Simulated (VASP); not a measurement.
**A VASP 6.6.1 single-point calculation on NaF**

INCAR

```
LCHARG = .FALSE.
LWAVE = .FALSE.
NSW = 0
GGA = PE
SIGMA = 0.02
ENCUT = 520
ALGO = VeryFast
EDIFF = 1E-7
NBANDS = 14
NELM = 66
ISIF = 2
ISMEAR = -1
IBRION = -1
LASPH = .TRUE.
PREC = Accurate
LREAL = .FALSE.
```

KPOINTS

```
KPOINTS created by Atomic Simulation Environment
0
Gamma
12 12 12
0 0 0
```

POSCAR

```
Na F
 1.0000000000000000
    -0.0101994263000000    2.2954681837000002    2.2954681837000002
     2.2954681837000002   -0.0101994263000000    2.2954681837000002
     2.2954681837000002    2.2954681837000002   -0.0101994263000000
 Na  F
   1   1
Cartesian
  0.0000000000000000  0.0000000000000000  0.0000000000000000
  2.2903684705500003  2.2903684705500003  2.2903684705500003
```

The recommended PBE PAW datasets give the neutral cell 14 valence electrons.

Command

```
mpirun -np 1 vasp_std
```

**Question.** How does this run end, and what does it give?

**Answer.** It converged. Results: gap between bands v and c on the k mesh 6.40 eV; least direct gap on the k mesh 6.40 eV; pressure 3.3 GPa. Band v is the last that the valence electrons fill when counted band by band, and c is the next.

OSZICAR

```
N       E                     dE             d eps       ncg     rms          rms(c)
RMM:   1     0.546260981339E+02    0.54626E+02   -0.64795E+03  2646   0.109E+03
RMM:   2     0.185967005264E+02   -0.36029E+02   -0.14170E+03  2646   0.256E+02
RMM:   3    -0.424343888229E+01   -0.22840E+02   -0.23007E+02  2646   0.119E+02
RMM:   4    -0.916729720842E+01   -0.49239E+01   -0.45788E+01  2646   0.661E+01
RMM:   5    -0.954584936201E+01   -0.37855E+00   -0.11203E+01  2646   0.339E+01
RMM:   6    -0.946992620117E+01    0.75923E-01   -0.29390E+00  2646   0.169E+01
RMM:   7    -0.945254718287E+01    0.17379E-01   -0.82936E-01  2646   0.869E+00
RMM:   8    -0.944717298448E+01    0.53742E-02   -0.24413E-01  2646   0.455E+00
RMM:   9    -0.944297615888E+01    0.41968E-02   -0.49468E-02  8551   0.240E+00
RMM:  10    -0.944457265547E+01   -0.15965E-02   -0.62753E-03  7658   0.650E-01
...
RMM:  15    -0.855219914943E+01   -0.21770E-02   -0.35917E-02  7374   0.206E+00    0.216E-01
RMM:  16    -0.855169815960E+01    0.50099E-03   -0.20461E-03  7789   0.594E-01    0.140E-01
RMM:  17    -0.855188267042E+01   -0.18451E-03   -0.20961E-03  7327   0.356E-01    0.703E-02
RMM:  18    -0.855207352842E+01   -0.19086E-03   -0.38376E-04  6918   0.159E-01    0.106E-01
RMM:  19    -0.855188998032E+01    0.18355E-03   -0.31520E-04  7301   0.143E-01    0.187E-02
RMM:  20    -0.855189409556E+01   -0.41152E-05   -0.80077E-05  7457   0.819E-02    0.110E-02
RMM:  21    -0.855189205099E+01    0.20446E-05   -0.58100E-06  7560   0.305E-02    0.552E-03
RMM:  22    -0.855189177152E+01    0.27947E-06   -0.16220E-06  7367   0.122E-02    0.804E-04
RMM:  23    -0.855189178806E+01   -0.16541E-07   -0.14467E-07  6302   0.491E-03
   1 F= -.85518918E+01 E0= -.85518918E+01  d E =-.100373E-14
```

For comparison, a separate PBE run of the intended cell, on usual settings and not on those above, gives a gap of 6.40 eV on its mesh and a pressure of 3.3 GPa.
